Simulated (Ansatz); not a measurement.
# SnSe2 (P-3m1) in Ansatz: convergence with wavefunction cutoff

Aim: find how far wavefunction cutoff must go before the results for SnSe2 settle, at PBE. This setting moves, with any that are tied to it; all else stays.

All numbers are computed with Ansatz 0.2.0; they aren't measurements. Logs are shortened: lines on timing, memory, paths and dates and some standing lists are left out, and cuts for length are marked.

### Step 1. The crystal as given

The structure is trigonal, space group P-3m1 (No. 164). Conventional cell: a = 3.811 Å, b = 3.811 Å, c = 6.136 Å, α = 90.00°, β = 90.00°, γ = 120.00°. Sn (site symmetry -3m) is surrounded by 6 Se at 2.68 Å. Se (site symmetry 3m) has 3 Sn at 2.68 Å as nearest neighbours.

### Step 2. With wavefunction cutoff 400 eV

input.yaml reads:

```yaml
crystal:
  lattice:
    - [3.811, 0.0, 0.0]
    - [-1.9055, 3.3004228138, 0.0]
    - [0.0, 0.0, 6.136]
  atoms:
    - { symbol: Sn, position: [0.0, 0.0, 0.0] }
    - { symbol: Se, position: [0.6666666667, 0.3333333333, 0.751] }
    - { symbol: Se, position: [0.3333333333, 0.6666666667, 0.249] }
hamiltonian:
  xc: pbe
  pseudopotentials: { kind: nc, source: spms }
kpoints:
  mp_grid: { grid: [7, 7, 4] }
scf:
  occupations: { method: fermi_dirac, width: 0.05 }
output:
  forces: true
  stress: true
  eigenvalues: true
basis:
  ecutwfc: "400 eV"
```

Potentials or basis: SPMS NC.

Started as:

```console
$ ansatz run input.yaml --threads 2 --pin off --max-ram 5632MiB --backend cpu --events-out ev --progress --plain --runs-dir out
```

The log of the run:

```text
Warning: basis.ecutwfc = 400 eV is below the records' recommended 816.3415873796399 eV, and the density's cutoff is lower with it unless basis.ecutrho_ratio is high enough to keep the records' density cutoff: compare with a run at a higher cutoff
Warning: RAYON_NUM_THREADS=2 ignored (pool sized by the plan → 2); use --threads N
Engine: ansatz 0.2.0, x86_64-unknown-linux-gnu
Pseudopotentials: kind: nc
Pseudopotential: Sn, nc, valence charge 14, recommended cutoff 489.804952427784 eV (normal), Sn.nc.azcp
Pseudopotential: Se, nc, valence charge 16, recommended cutoff 816.3415873796399 eV (normal), Se.nc.azcp
Functional definition: PBE
  parameter kappa = 0.804
  parameter beta = 0.06672455060314922
  exchange = pbe_x(kappa = kappa, mu = beta*pi^2/3)
  correlation = pbe_c(beta = beta)
Crystal: 3 atoms, lattice volume = 77.178 Å³
Basis set: ecut = 400 eV, 1389 PW (Γ), exchange–correlation on 50×50×90 points (8 copies of the dense FFT grid, shifted against one another)
Bands: 28, of which v1, the nominal top of the filled ones, is band 23 counted from 1 (22 counted from 0)
Symmetry: 12 space group operations
Space group: P-3m1 (ITA 164), of the structure as read, at distance tolerance 4.3e-5 Å
k-points: 28 of 196
Non-local potential: Sn, projectors of the file, l = 0: 2, l = 1: 2, l = 2: 2
Non-local potential: Se, projectors of the file, l = 0: 2, l = 1: 2, l = 2: 2
Initial density: superposition of atomic densities (chi_scale 0.1, normalization cell, long waves kept (reshape's long-wave potential 0.10 eV rms))
Initial wavefunctions: pseudopotential atomic-orbital guess
Functional: x = pbe(κ = 0.804, μ = 0.2195149727645171), c = pbe(β = 0.06672455060314922)
SCF iter   1: F=—  HF=-8037.497798 eV  |F-HF|=—  |Δ(HF+E_count)|=         —  Δρ=3.82e-1  dr2=3.04e1  ethr=3.10e-3  ⟨swp⟩=6.2  Hψ=3842  notcnv=0
preconditioner: auto → Resta (q_TF=auto, 2.503 Å⁻¹)  ε∞=3.7  [insulator: Δε(μ)=0.597 eV  Ē_g=10.208 eV  σ=0.050 eV  W_gap=0.99  n_scr=22 (ndim 8)  ℏωp=16.9 eV  f_vac=0.048  D(μ)=0.01/eV (n_scr^D=0)  ε∞_Penn≈3.7]
SCF iter   2: F=—  HF=-8024.646030 eV  |F-HF|=—  |Δ(HF+E_count)|=    1.29e1  Δρ=1.91e-1  dr2=6.84e0  ethr=3.10e-3  ⟨swp⟩=3.0  Hψ=1899  notcnv=0  defer=11
SCF iter   3: F=—  HF=-8020.794303 eV  |F-HF|=—  |Δ(HF+E_count)|=    3.85e0  Δρ=9.86e-3  dr2=3.96e-2  ethr=3.10e-3  ⟨swp⟩=2.6  Hψ=1574  notcnv=0  defer=11
SCF iter   4: F=—  HF=-8020.781013 eV  |F-HF|=—  |Δ(HF+E_count)|=   1.33e-2  Δρ=1.86e-3  dr2=2.81e-3  ethr=8.60e-5  ⟨swp⟩=2.1  Hψ=1188  notcnv=0  defer=11
SCF iter   5: F=—  HF=-8020.781167 eV  |F-HF|=—  |Δ(HF+E_count)|=   1.54e-4  Δρ=4.11e-4  dr2=2.02e-4  ethr=6.10e-6  ⟨swp⟩=2.0  Hψ=997  notcnv=0  defer=11
SCF iter   6: F=—  HF=-8020.781396 eV  |F-HF|=—  |Δ(HF+E_count)|=   2.30e-4  Δρ=1.10e-4  dr2=1.01e-5  ethr=4.40e-7  ⟨swp⟩=2.0  Hψ=997  notcnv=0  defer=11
SCF iter   7: F=—  HF=-8020.781785 eV  |F-HF|=—  |Δ(HF+E_count)|=   3.89e-4  Δρ=2.57e-5  dr2=4.91e-7  ethr=2.21e-8  ⟨swp⟩=2.1  Hψ=1412  notcnv=0  defer=11
SCF iter   8: F=-8020.781787 eV  HF=-8020.781787 eV  |F-HF|=4.41e-8  |Δ(HF+E_count)|=   1.59e-6  Δρ=5.93e-6  dr2=3.07e-8  ethr=2.17e-10  ⟨swp⟩=12.4  Hψ=4760  notcnv=0
SCF 1 converged in 8 iterations: F = -8020.781787 eV  dr2 = 3.07e-8
SCF converged after 8 iterations
Free energy (F): -8020.781787 eV
Harris-Foulkes:  -8020.781787 eV  (|F-HF|=4.41e-8)
Internal energy: -8020.781767 eV  (E = F + TS)
E sigma→0 (E₀):  -8020.781777 eV
Entropy (-TS):   -0.000020 eV (-0.007 meV/atom)
Fermi energy:    9.553315 eV
--- Per-component energies (eV) ---
  E_band       = -797.761081
  E_kinetic    = 4104.368309
  E_local      = -5335.455361  (includes V_loc(G=0)·N_el)
  E_nonlocal   = -2645.214512
  E_hartree    = 2107.341428
  E_xc         = -1611.627009
  E_vxc        = -1136.143098  (∫ρ·V_xc dr)
  E_ewald      = -4640.194622
  E_smearing   = -0.000020  (= −TS)
  E_closure    = -0.000000  (closes the sum)
  Σ components = -8020.781787   (vs F -8020.781787, Δ=0.00e0)
--- Forces (eV/Å), atoms counted from 1 ---
  atom   1  Sn    -0.00000000    -0.00000000     0.00000000
  atom   2  Se    -0.00000000    -0.00000000    -0.43033990
  atom   3  Se     0.00000000     0.00000000     0.43033990
  max |Σ_I F_I| component: 9.12e-31 eV/Å
--- Stress (GPa, compression-positive) ---
       -0.148257       0.000000      -0.000000
       -0.000000      -0.148257      -0.000000
       -0.000000       0.000000       0.176624
  P = ⅓ Tr σ = -0.0400 GPa (-0.400 kbar)
--- Band table (eV; the first three rows and the last of 28) ---
  k-point 0: bands = ["-36.9839", "-36.9839", "-36.7384", "-36.6519", "-36.6519", "-36.3803", "-36.3803", "-36.3001", "-36.1918", "-36.1918", "-12.2040", "-12.2040", "-12.1692", "-12.1570", "-12.1570", "-5.5383", "-4.1521", "2.9646", "8.5131", "8.5131", "8.7630", "8.7630", "9.1047", "9.8608", "12.2016", "14.2697", "14.2697", "17.8433"]
  k-point 1: bands = ["-37.2678", "-37.2283", "-37.2283", "-36.8419", "-36.6170", "-36.6170", "-36.6163", "-36.6163", "-36.4298", "-36.4298", "-12.2054", "-12.2054", "-12.1745", "-12.1566", "-12.1566", "-5.4678", "-4.2751", "3.2543", "7.9982", "8.4536", "8.4536", "8.8410", "8.8410", "10.8230", "12.1366", "14.1587", "14.1587", "18.1233"]
  k-point 2: bands = ["-37.2816", "-37.2816", "-37.2142", "-37.2142", "-36.7211", "-36.7019", "-36.6445", "-36.6445", "-36.5831", "-36.5831", "-12.2090", "-12.2090", "-12.1707", "-12.1574", "-12.1574", "-5.3820", "-4.4115", "3.5998", "7.2788", "8.4138", "8.4138", "8.9009", "8.9009", "11.4209", "12.0164", "14.0437", "14.0437", "18.0794"]
  k-point 27: bands = ["-37.3243", "-37.2933", "-37.2126", "-37.2049", "-37.0039", "-36.9813", "-36.6622", "-36.6349", "-36.5584", "-36.5506", "-12.2416", "-12.2115", "-12.1705", "-12.1608", "-12.1438", "-4.0121", "-3.7904", "2.0115", "5.0031", "5.2716", "5.9979", "8.6417", "8.8202", "11.5728", "14.1006", "14.4994", "15.8676", "17.8068"]
```

Wall time 2.3 s (2 threads of Intel Xeon at 2.50GHz (Skylake/Cascade Lake), shared host); peak memory 0.31 GiB.

What came out:

```yaml
Free_energy: -8020.7818 eV
Pressure: 0.0 GPa
Largest_force: 0.430 eV/Å
Band_gap_on_the_k_mesh: 0.74 eV, indirect (least direct gap 0.76 eV)
```

### Step 3. With wavefunction cutoff 500 eV

input.yaml: that of step 2 with these lines changed.

```diff
@@ -21,2 +21,2 @@
 basis:
-  ecutwfc: "400 eV"
+  ecutwfc: "500 eV"
```

Potentials or basis: SPMS NC.

Started as:

```console
$ ansatz run input.yaml --threads 2 --pin off --max-ram 5632MiB --backend cpu --events-out ev --progress --plain --runs-dir out
```

Run time: 3 s. Hardware: 2 threads of Intel Xeon at 2.50GHz (Skylake/Cascade Lake), shared host; peak memory 0.34 GiB.

What came out:

* Free energy: -8135.4089 eV
* Pressure: 5.2 GPa
* Largest force: 0.732 eV/Å
* Band gap on the k mesh: 0.84 eV, indirect (least direct gap 0.93 eV)

### Step 4. With wavefunction cutoff 600 eV

input.yaml: that of step 3 with these lines changed.

```diff
@@ -21,2 +21,2 @@
 basis:
-  ecutwfc: "500 eV"
+  ecutwfc: "600 eV"
```

Started as:

```console
$ ansatz run input.yaml --threads 2 --pin off --max-ram 5632MiB --backend cpu --events-out ev --progress --plain --runs-dir out
```

It took 3.9 s on 2 threads of Intel Xeon at 2.50GHz (Skylake/Cascade Lake), shared host; peak memory 0.37 GiB.

Results:

* Free energy: -8164.9680 eV
* Pressure: 5.5 GPa
* Largest force: 0.805 eV/Å
* Band gap on the k mesh: 0.78 eV, indirect (least direct gap 1.01 eV)

### Step 5. With wavefunction cutoff 700 eV

input.yaml: that of step 4 with these lines changed.

```diff
@@ -21,2 +21,2 @@
 basis:
-  ecutwfc: "600 eV"
+  ecutwfc: "700 eV"
```

Started as:

```console
$ ansatz run input.yaml --threads 2 --pin off --max-ram 5632MiB --backend cpu --events-out ev --progress --plain --runs-dir out
```

It took 4.3 s on 2 threads of Intel Xeon at 2.50GHz (Skylake/Cascade Lake), shared host; peak memory 0.4 GiB.

Results:

| Property | Result |
| --- | --- |
| Free energy | -8169.3948 eV |
| Pressure | 5.7 GPa |
| Largest force | 0.808 eV/Å |
| Band gap on the k mesh | 0.77 eV, indirect (least direct gap 1.03 eV) |

### Step 6. With wavefunction cutoff 850 eV

input.yaml: that of step 5 with these lines changed.

```diff
@@ -21,2 +21,2 @@
 basis:
-  ecutwfc: "700 eV"
+  ecutwfc: "850 eV"
```

Potentials or basis: SPMS NC.

Started as:

```console
$ ansatz run input.yaml --threads 2 --pin off --max-ram 5632MiB --backend cpu --events-out ev --progress --plain --runs-dir out
```

Run time: 6 s. Hardware: 2 threads of Intel Xeon at 2.50GHz (Skylake/Cascade Lake), shared host; peak memory 0.45 GiB.

The run converged. Its results:

| Quantity | Value |
| --- | --- |
| Free energy | -8169.7208 eV |
| Pressure | 5.7 GPa |
| Largest force | 0.805 eV/Å |
| Band gap on the k mesh | 0.76 eV, indirect (least direct gap 1.03 eV) |

### Step 7. With wavefunction cutoff 1000 eV

input.yaml: that of step 6 with these lines changed.

```diff
@@ -21,2 +21,2 @@
 basis:
-  ecutwfc: "850 eV"
+  ecutwfc: "1000 eV"
```

Started as:

```console
$ ansatz run input.yaml --threads 2 --pin off --max-ram 5632MiB --backend cpu --events-out ev --progress --plain --runs-dir out
```

Wall time 7.3 s (2 threads of Intel Xeon at 2.50GHz (Skylake/Cascade Lake), shared host); peak memory 0.49 GiB.

It converged, with:

```yaml
Free_energy: -8169.7218 eV
Pressure: 5.7 GPa
Largest_force: 0.805 eV/Å
Band_gap_on_the_k_mesh: 0.76 eV, indirect (least direct gap 1.03 eV)
```

### Step 8. With wavefunction cutoff 1200 eV

input.yaml: that of step 7 with these lines changed.

```diff
@@ -21,2 +21,2 @@
 basis:
-  ecutwfc: "1000 eV"
+  ecutwfc: "1200 eV"
```

Started as:

```console
$ ansatz run input.yaml --threads 2 --pin off --max-ram 5632MiB --backend cpu --events-out ev --progress --plain --runs-dir out
```

It took 10 s on 2 threads of Intel Xeon at 2.50GHz (Skylake/Cascade Lake), shared host; peak memory 0.57 GiB.

The run converged. Its results:

- Free energy: -8169.7226 eV
- Pressure: 5.7 GPa
- Largest force: 0.805 eV/Å
- Band gap on the k mesh: 0.76 eV, indirect (least direct gap 1.03 eV)

### Step 9. With wavefunction cutoff 1400 eV

input.yaml: that of step 8 with these lines changed.

```diff
@@ -21,2 +21,2 @@
 basis:
-  ecutwfc: "1200 eV"
+  ecutwfc: "1400 eV"
```

Potentials or basis: SPMS NC.

Started as:

```console
$ ansatz run input.yaml --threads 2 --pin off --max-ram 5632MiB --backend cpu --events-out ev --progress --plain --runs-dir out
```

Run time: 13 s. Hardware: 2 threads of Intel Xeon at 2.50GHz (Skylake/Cascade Lake), shared host; peak memory 0.64 GiB.

Results (log left out):

* Free energy: -8169.7229 eV
* Pressure: 5.7 GPa
* Largest force: 0.805 eV/Å
* Band gap on the k mesh: 0.76 eV, indirect (least direct gap 1.03 eV)

### Step 10. With wavefunction cutoff 1700 eV

input.yaml: that of step 9 with these lines changed.

```diff
@@ -21,2 +21,2 @@
 basis:
-  ecutwfc: "1400 eV"
+  ecutwfc: "1700 eV"
```

Started as:

```console
$ ansatz run input.yaml --threads 2 --pin off --max-ram 5632MiB --backend cpu --events-out ev --progress --plain --runs-dir out
```

Run time: 17 s. Hardware: 2 threads of Intel Xeon at 2.50GHz (Skylake/Cascade Lake), shared host; peak memory 0.78 GiB.

It converged, with:

```yaml
Free_energy: -8169.7233 eV
Pressure: 5.7 GPa
Largest_force: 0.805 eV/Å
Band_gap_on_the_k_mesh: 0.76 eV, indirect (least direct gap 1.03 eV)
```

### Step 11. Summary

```
wavefunction cutoff  energy less the tightest run, at zero smearing (meV/atom)  pressure (GPa)  largest force (eV/Å)  gap on the mesh (eV)  SCF cycles  CPU time (s)  peak memory (GiB)
             400 eV                                                   49647.17           -0.04                 0.430                 0.740           8           4.2               0.31
             500 eV                                                   11438.13            5.21                 0.732                 0.843           8           5.4               0.34
             600 eV                                                    1585.11            5.45                 0.805                 0.778           8           7.3               0.37
             700 eV                                                     109.51            5.66                 0.808                 0.766           8             8                0.4
             850 eV                                                       0.83            5.68                 0.805                 0.765           8            11               0.45
            1000 eV                                                       0.51            5.68                 0.805                 0.765           8            14               0.49
            1200 eV                                                       0.22            5.68                 0.805                 0.765           8            19               0.57
            1400 eV                                                       0.15            5.68                 0.805                 0.765           8            25               0.64
            1700 eV                                                       0.00            5.68                 0.805                 0.765           8            32               0.78
```

Against the tightest run, the energy stays within 1 meV/atom from 850 eV on; the pressure stays within 0.1 GPa from 700 eV on; the largest force stays within 0.005 eV/Å from 600 eV on; the gap on the mesh stays within 0.01 eV from 700 eV on. The tightest run that finished is the yardstick and may itself not be fully converged.

Caveats: odd divisions of the mesh miss points on the zone boundary, where band edges often lie, so the gap on the mesh can be too wide; spin-orbit coupling is left out, which moves the levels of the heavy elements; this functional lacks dispersion, which binds the layers, so the pressure and a relaxed spacing across them are unreliable.
